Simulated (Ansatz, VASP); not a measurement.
**Cross-check of AlSi31H (Al-H pair in Si) between VASP and Ansatz**

One calculation is typed for both programs; each brings its own data sets. How far apart do they land? The cell is taken from a series of runs on this material, whose earlier steps may have relaxed, scaled, displaced or heated it; both programs get it as it stands.

Calculated with Ansatz 0.2.0; plane waves, with VASP 6.6.1 beside it; single point at HSE06.

In doubt: a hybrid run on one k-point (step 3), which bears on gaps, levels and energies.

### 1. Starting point

The cell holds 33 atoms: 31 Si, 1 Al and 1 H. Cell: a = 9.474 Å, b = 9.474 Å, c = 9.474 Å, α = 109.5°, β = 109.5°, γ = 109.5°. It derives from Si (Si (Fd-3m)). Nearest the centre at fractional (0.441, 0.500, 0.500): Al32 at 0.92 Å, H33 at 0.98 Å, Si22 at 2.10 Å, Si26 at 2.73 Å, Si25 at 2.73 Å, Si31 at 2.73 Å, Si7 at 3.38 Å, Si8 at 3.54 Å.

### 2. VASP: single point, HSE06

With cell and atoms fixed, the geometry can't cause a difference; cores, projectors, grids and the points listed under the comparison can.

Lines of VASP's logs that name or quote its potential files are left out, and so is its time.

The run reads the wave functions of an earlier VASP run, which isn't shown here.

INCAR

```
SYSTEM = AlSi31H
PREC = Accurate
ENCUT = 400
EDIFF = 1E-06
NELM = 100
ISMEAR = -1
SIGMA = 0.01
LREAL = Auto
ALGO = Normal
LHFCALC = .TRUE.
AEXX = 0.25
GGA = PE
HFSCREEN = 0.208
LASPH = .TRUE.
NBANDS = 87
PRECFOCK = Fast
LORBIT = 11
LWAVE = .FALSE.
LCHARG = .FALSE.
ISIF = 2
```

POSCAR

```
AlSi31H
1.0
   -5.4697832414      5.4697832414      5.4697832414
    5.4697832414     -5.4697832414      5.4697832414
    5.4697832414      5.4697832414     -5.4697832414
Si Al H
31 1 1
Direct
    0.0013925085      0.0023306897      0.5037504982
    0.9854613529      0.2404147615      0.2449814018
    0.0047926076      0.5002186336      0.9990535258
    0.0009343016      0.7508326548      0.7555174091
    0.2525779435      0.9970697570      0.2491665255
    0.2525188017      0.2529365483      0.0046546385
    0.2578179919      0.5002424150      0.7512862116
    0.2457470049      0.7595964097      0.5047656917
    0.4988939551      0.9978051796      0.0013773557
    0.4999200399      0.2452134729      0.7557798809
    0.4994800857      0.7473589739      0.2516669944
    0.7559095965      0.0037631576      0.7524897850
    0.7506045205      0.2492635565      0.5049172549
    0.7580244745      0.5002695162      0.2442401174
    0.7550812237      0.7550615768      0.0108480917
    0.0063752735      0.0015553265      0.2571549327
    0.0015278842      0.2528449267      0.0040432793
    0.0056545600      0.5002142847      0.7497185502
    0.9953507263      0.7527526959      0.5040471449
    0.2516133478      0.0008685342      0.9998845272
    0.2503193957      0.2485522199      0.7533583477
    0.2166400072      0.4998312275      0.4916797271
    0.2487726090      0.7477569853      0.2513880368
    0.5050932773      0.9989151722      0.7558273417
    0.4977912158      0.2374214115      0.5054995311
    0.5104528631      0.5002841065      0.2428833523
    0.5021848778      0.7518698364      0.0049912659
    0.7509062560      0.9990705883      0.4990397689
    0.7421585654      0.2474935159      0.2512871372
    0.7548481684      0.5000374844      0.9947019657
    0.7601847916      0.7632408375      0.7683244804
    0.5406121618      0.5002928805      0.5060707514
    0.3360697262      0.4980347966      0.4312270088
```

KPOINTS

```
Automatic mesh
0
Gamma
1 1 1
0 0 0
```

The projector-augmented-wave data sets are Si, Al and H (PBE family, release 64).

Started as:

```sh
> export OMP_NUM_THREADS=3
> mpirun -np 1 vasp_gam
```

Numbers of over 12 decimals in the logs are rounded to 6 here.

Output:

```text
[banner, memory and clock lines left out]
running    1 mpi-ranks, on    1 nodes
[...]
Offloading initialized ...    1 GPUs detected
[...]
LDA part: xc-table for (Slater+PW92), standard interpolation
 found WAVECAR, reading the header
 POSCAR, INCAR and KPOINTS ok, starting setup
[...]
reading WAVECAR
 the WAVECAR file was read successfully
 initial charge from wavefunction
 entering main loop
       N       E                     dE             d eps       ncg     rms          rms(c)
DAV:   1    -0.197871881578E+03   -0.19787E+03   -0.62210E+00   174   0.749E+00    0.152E+01
DAV:   2    -0.197920541185E+03   -0.48660E-01   -0.16063E-01   244   0.118E+00    0.115E+01
DAV:   3    -0.197914155437E+03    0.63857E-02   -0.46367E-03   205   0.169E-01    0.691E+00
DAV:   4    -0.197911187747E+03    0.29677E-02   -0.91425E-04   189   0.818E-02    0.403E+00
[...]
DAV:   9    -0.197909627902E+03    0.98889E-05   -0.45527E-06   173   0.571E-03    0.240E-01
DAV:  10    -0.197909625970E+03    0.19312E-05   -0.14979E-06   108   0.343E-03    0.138E-01
DAV:  11    -0.197909626235E+03   -0.26484E-06   -0.74879E-07   101   0.248E-03
   1 F= -.19790963E+03 E0= -.19790963E+03  d E =-.939268E-11
```

From OUTCAR (step 2):

```text
  Total        2.2844247      1.6842481      2.3132474     -0.8883447      0.8477220     -0.3422073
  in kB        5.5913553      4.1223638      5.6619018     -2.1743114      2.0748835     -0.8375862
  external PRESSURE =       5.1252070 kB  Pullay stress =       0.0000000 kB

 POSITION                                       TOTAL-FORCE (eV/Angst)
 -----------------------------------------------------------------------------------
      2.76054      2.75027     -2.73504         0.004254     -0.001901     -0.012973
     -2.73525      5.41524      5.36528         0.025482     -0.029546     -0.041761
      8.17448      2.75473     -2.70230         0.003026      0.001871     -0.002111
      8.23430      0.03074     -0.02051        -0.026741     -0.015919     -0.004109
      5.43510     -2.70932      5.47242         0.000573      0.005751     -0.005808
      0.02774      0.02317      2.73927        -0.007240     -0.007637      0.004586
      5.43538      2.78336      0.03705        -0.005498     -0.001774      0.002839
      5.57160     -0.04969      2.73805         0.041195     -0.029411     -0.025100
      2.73647     -2.72140      8.17909         0.011947     -0.001510     -0.003206
      2.74076      5.52714     -0.05823        -0.003667     -0.000537     -0.004780
      2.73241      0.02072      5.44338        -0.005753     -0.007443      0.006840
      0.00188      8.23003      0.03929         0.003402      0.006714     -0.000286
      0.01956      5.50401      2.70727         0.004732     -0.016541      0.027411
     -0.07392      2.74580      5.54665         0.020580      0.031225     -0.020062
[...]
-----------------------------------------------------------------------------------
    total drift:                               -0.007165     -0.005028      0.008394

  FREE ENERGIE OF THE ION-ELECTRON SYSTEM (eV)
  ---------------------------------------------------
  free  energy   TOTEN  =      -197.9096262353 eV

  energy  without entropy=     -197.9096262353  energy(sigma->0) =     -197.90962624

[... 3 further parts left out ...]
[key lines of the parts left out:]
E-fermi :   5.5734
```

The run ends at a pressure of 0.51 GPa, with forces up to 1.8 eV/Å.

[end of part 1 of 2]

[Lines on the potential files, build, host, timing and source positions are cut from VASP's logs without a mark.]

[Logs are printed without paths, hosts, clocks, repeated set-up lines and the standing remarks that a program may print on its own settings, such as how far it seeks lower states.]

[Hosts, paths, dates, database ids (printed as entryN), source tags and the programs' standing remarks are cut or masked in the printed files.]
